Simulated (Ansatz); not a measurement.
Molecular dynamics on a 2×2×1 supercell (16 atoms) of GaN (P6_3mc), relaxed with r2SCAN. Forces come from PBEsol in Ansatz 0.2.0: a Langevin thermostat at fixed volume, 200 K, steps of 3 fs. Classical nuclei, no spin polarisation; a few dozen steps show the first response, not equilibrium.

```yaml
crystal:
  lattice:
    - [6.3662991625, 0.0, 0.0]
    - [-3.1831495813, 5.5133768028, 0.0]
    - [0.0, 0.0, 5.1836255286]
  atoms:
    - { symbol: Ga, position: [0.1666666667, 0.3333333333, -0.0008868509] }
    - { symbol: Ga, position: [0.3333333333, 0.1666666667, 0.4991131491] }
    - { symbol: "N", position: [0.1666666667, 0.3333333333, 0.3758868509] }
    - { symbol: "N", position: [0.3333333333, 0.1666666667, 0.8758868509] }
    - { symbol: Ga, position: [0.1666666667, 0.8333333333, -0.0008868509] }
    - { symbol: Ga, position: [0.3333333333, 0.6666666667, 0.4991131491] }
    - { symbol: "N", position: [0.1666666667, 0.8333333333, 0.3758868509] }
    - { symbol: "N", position: [0.3333333333, 0.6666666667, 0.8758868509] }
    - { symbol: Ga, position: [0.6666666667, 0.3333333333, -0.0008868509] }
    - { symbol: Ga, position: [0.8333333333, 0.1666666667, 0.4991131491] }
    - { symbol: "N", position: [0.6666666667, 0.3333333333, 0.3758868509] }
    - { symbol: "N", position: [0.8333333333, 0.1666666667, 0.8758868509] }
    - { symbol: Ga, position: [0.6666666667, 0.8333333333, -0.0008868509] }
    - { symbol: Ga, position: [0.8333333333, 0.6666666667, 0.4991131491] }
    - { symbol: "N", position: [0.6666666667, 0.8333333333, 0.3758868509] }
    - { symbol: "N", position: [0.8333333333, 0.6666666667, 0.8758868509] }
kpoints:
  mp_grid: { grid: [3, 3, 4] }
hamiltonian:
  xc: pbesol
scf:
  occupations: { method: fermi_dirac, width: 0.02 }
md:
  ensemble: nvt_langevin
  temperature: 200
  timestep: 3.0
  n_steps: 30
  initial_velocities: maxwell_boltzmann
  seed: 2978
```

Run as `ansatz run input.yaml --threads 4 --pin off --max-ram 3686MiB --backend cpu --events-out ev --progress --plain --runs-dir out`. It took 4.5 min on 4 threads of Arm Neoverse V1, with other jobs on the host, load about 1.1 per core; peak host memory 0.89 GiB.

```tsv
step	t (fs)	T (K)	free energy F from step 0 (meV/atom)	kinetic energy (meV/atom)	largest force (eV/Å)
0	0	188	0.0	24.2	0.00
1	3	163	1.6	21.0	0.43
2	6	138	5.7	17.8	0.79
3	9	105	10.7	13.6	1.07
4	12	80	14.5	10.3	1.23
5	15	85	16.2	11.0	1.27
6	18	84	15.7	10.9	1.22
7	21	98	13.9	12.7	1.33
8	24	102	12.0	13.2	1.33
9	27	125	10.8	16.2	1.23
10	30	142	11.6	18.3	1.09
11	33	112	14.3	14.4	1.14
12	36	101	17.4	13.0	1.27
13	39	79	19.7	10.2	1.36
14	42	80	20.3	10.3	1.41
15	45	91	18.4	11.8	1.33
16	48	116	15.1	15.0	1.17
17	51	161	12.1	20.9	0.97
18	54	164	10.9	21.1	0.75
19	57	150	12.0	19.4	0.78
20	60	133	14.6	17.2	0.97
21	63	114	17.6	14.8	1.14
22	66	104	19.9	13.4	1.40
23	69	102	20.6	13.2	1.56
24	72	90	20.2	11.7	1.60
25	75	119	18.6	15.4	1.57
26	78	136	16.5	17.5	1.53
27	81	152	14.6	19.7	1.49
28	84	148	14.0	19.1	1.42
29	87	141	15.2	18.2	1.35
30	90	115	17.5	14.8	1.42
```

The temperature starts at 188 K, is lowest at step 13 (79 K, 39 fs) and ends at 115 K. The thermostat hasn't had time to restore it. The atoms start on their lattice sites with kinetic energy alone, so much of it first passes into potential energy. By the last step the atoms have moved 0.06 Å in the root mean square, the drift of the whole cell taken out, 0.11 Å at most.

Positions (Å) and forces (eV/Å) at step 30:
```
Ga   0.020   1.906  -0.051    -0.444  -0.680   0.383
Ga   1.633   0.844   2.607    -0.520   1.056  -0.533
N    0.044   1.871   1.911     0.010  -0.478   0.306
N    1.584   0.913   4.541    -0.279  -0.355  -0.175
Ga  -1.658   4.606   0.003     0.377  -0.748  -0.299
Ga   0.044   3.695   2.568    -0.267  -0.280   0.090
N   -1.617   4.549   1.954     0.650   0.351  -0.296
N    0.015   3.706   4.519    -0.481   0.495   0.119
Ga   3.155   1.782   0.002     0.720   0.202  -0.286
Ga   4.773   0.975   2.558     0.535  -0.167   0.026
N    3.178   1.865   1.915    -0.163  -0.680   0.410
N    4.790   0.927   4.508     0.036  -0.124   0.325
Ga   1.607   4.586   0.009     0.164   0.261  -0.379
Ga   3.175   3.679   2.587    -0.092  -0.395  -0.033
N    1.629   4.612   1.968    -0.400   0.471  -0.578
N    3.160   3.578   4.489     0.154   1.070   0.921
```
